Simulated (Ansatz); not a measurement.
Co (P-3m1): majority and minority states

```
Co
1.0
     2.48736    0.00000    0.00000
    -1.24368    2.15412    0.00000
     0.00000    0.00000    4.06329
Co
2
Direct
  0.66667 0.33333 0.25986
  0.33333 0.66667 0.74014
```

The geometry is a structure from the Materials Project, held fixed and not relaxed.

Settings: PBE, 15×15×8 k mesh, Fermi–Dirac smearing of 0.08 eV. LAPW is all-electron LAPW in Ansatz 0.2.0. Site moments are integrated in spheres about the atoms. Start moments (μB): Co1 1.7, Co2 1.7.

Density of states, smoothed by a Gaussian of 0.15 eV:

```tsv
E − E_F (eV)	majority (states/eV/cell)	minority (states/eV/cell)
-7.00	0.12	0.11
-6.60	0.14	0.13
-6.20	0.18	0.15
-5.80	0.24	0.17
-5.40	0.45	0.21
-5.00	1.02	0.26
-4.60	1.55	0.37
-4.20	1.61	0.66
-3.80	1.75	0.84
-3.40	1.94	1.12
-3.00	1.95	1.28
-2.60	2.93	1.52
-2.20	2.89	1.75
-1.80	1.88	0.98
-1.40	1.91	2.02
-1.00	2.96	2.54
-0.60	2.34	2.72
-0.20	0.36	1.29
0.20	0.31	1.52
0.60	0.31	1.76
1.00	0.31	3.10
1.40	0.28	1.72
1.80	0.26	0.46
2.20	0.24	0.40
2.60	0.23	0.36
3.00	0.23	0.31
3.40	0.24	0.28
3.80	0.23	0.26
4.20	0.21	0.26
```

Problem. What spin moment does the cell carry?

Solution. 3.27 μB. Site moments (μB): Co1 1.70, Co2 1.70.

Problem. How large is the spin polarisation of the states at the Fermi level?

Solution. (N↑ − N↓)/(N↑ + N↓) = -62 %, from 0.31 and 1.34 states/eV; these are averaged over the run's smearing, not the smoothing of the table, and they move with the mesh.

Löwdin populations of d and f shells (filled inner shells left out):

```tsv
shell	up	down
Co1 3d	4.78	3.04
Co2 3d	4.78	3.04
```

The Ansatz runs typed with the search for lower states off end where their start leads. These are results for the start and cell typed. The real compound can order otherwise, in a larger cell, or not at all, since semilocal functionals at zero temperature often overstate magnetism.
